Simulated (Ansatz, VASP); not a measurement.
**Al6N: VASP beside Ansatz**

File INCAR:

```
ALGO = Fast
DIPOL = 0.5 0.5 0.300
EDIFF = 1E-6
ENCUT = 520
GGA = PE
IDIPOL = 3
ISIF = 2
ISMEAR = 0
LASPH = T
LCHARG = F
LDIPOL = T
LREAL = F
LWAVE = F
NBANDS = 36
NELM = 100
PREC = Accurate
SIGMA = 0.1
```

KPOINTS

```
k-points
0
Gamma
  6 6 1
```

File POSCAR:

```
Al6N
1.0
    5.7143028096      0.0000000000      0.0000000000
   -2.8571514048      4.9487313980      0.0000000000
    0.0000000000      0.0000000000     22.6016424610
Al N
12 2
Direct
    0.3333333333      0.1666666667      0.1769782885
    0.3333333333      0.6666666667      0.1769782885
    0.8333333333      0.1666666667      0.1769782885
    0.8333333333      0.6666666667      0.1769782885
    0.1666666667      0.3333333333      0.2787817905
    0.1666666667      0.8333333333      0.2787817905
    0.6666666667      0.3333333333      0.2787817905
    0.6666666667      0.8333333333      0.2787817905
    0.0000000000      0.0000000000      0.3805759903
    0.0000000000      0.5000000000      0.3805759903
    0.5000000000      0.0000000000      0.3805759903
    0.5000000000      0.5000000000      0.3805759903
    0.2375007853      0.5000000000      0.4301299110
    0.7624992147      0.5000000000      0.4301299110
```

Input for Ansatz:

```yaml
crystal:
  lattice:
    - [5.7143028096, 0.0, 0.0]
    - [-2.8571514048, 4.948731398, 0.0]
    - [0.0, 0.0, 22.601642461]
  atoms:
    - { symbol: Al, position: [0.3333333333, 0.1666666667, 0.1769782885] }
    - { symbol: Al, position: [0.3333333333, 0.6666666667, 0.1769782885] }
    - { symbol: Al, position: [0.8333333333, 0.1666666667, 0.1769782885] }
    - { symbol: Al, position: [0.8333333333, 0.6666666667, 0.1769782885] }
    - { symbol: Al, position: [0.1666666667, 0.3333333333, 0.2787817905] }
    - { symbol: Al, position: [0.1666666667, 0.8333333333, 0.2787817905] }
    - { symbol: Al, position: [0.6666666667, 0.3333333333, 0.2787817905] }
    - { symbol: Al, position: [0.6666666667, 0.8333333333, 0.2787817905] }
    - { symbol: Al, position: [0.0, 0.0, 0.3805759903] }
    - { symbol: Al, position: [0.0, 0.5, 0.3805759903] }
    - { symbol: Al, position: [0.5, 0.0, 0.3805759903] }
    - { symbol: Al, position: [0.5, 0.5, 0.3805759903] }
    - { symbol: "N", position: [0.2375007853, 0.5, 0.430129911] }
    - { symbol: "N", position: [0.7624992147, 0.5, 0.430129911] }
basis:
  ecutwfc: 420
kpoints:
  mp_grid: { grid: [6, 6, 1] }
hamiltonian:
  xc: pbe
scf:
  occupations: { method: gaussian, width: 0.1 }
output:
  forces: true
  eigenvalues: true
efield:
  axis: 3
  dipole_correction: true
  ramp_width: 0.04
```

Alike in both runs: task single point; functional PBE; k mesh 6 × 6 × 1; occupations gaussian, width 0.1 eV; no spin polarisation.

|  | VASP | Ansatz |
| --- | --- | --- |
| version | VASP 6.6.1 | Ansatz 0.2.0 |
| potentials or method | VASP PAW PBE potentials, release 64 (Al, N) | scalar-relativistic, plane waves, PAW |
| plane-wave cutoff (eV) | 520 | 420 |
| valence electrons in the cell | 46 | 46 |

```csv
,VASP,Ansatz,Ansatz less VASP
gap on the k mesh at the Fermi level (eV),none,none,-
rms of the force components (eV/Å),0.678,0.678,-0.0002
```

Atom by atom the forces differ by 0.006 eV/Å (rms over components). A gap of «none» marks a metal or a gap that the smearing closes.
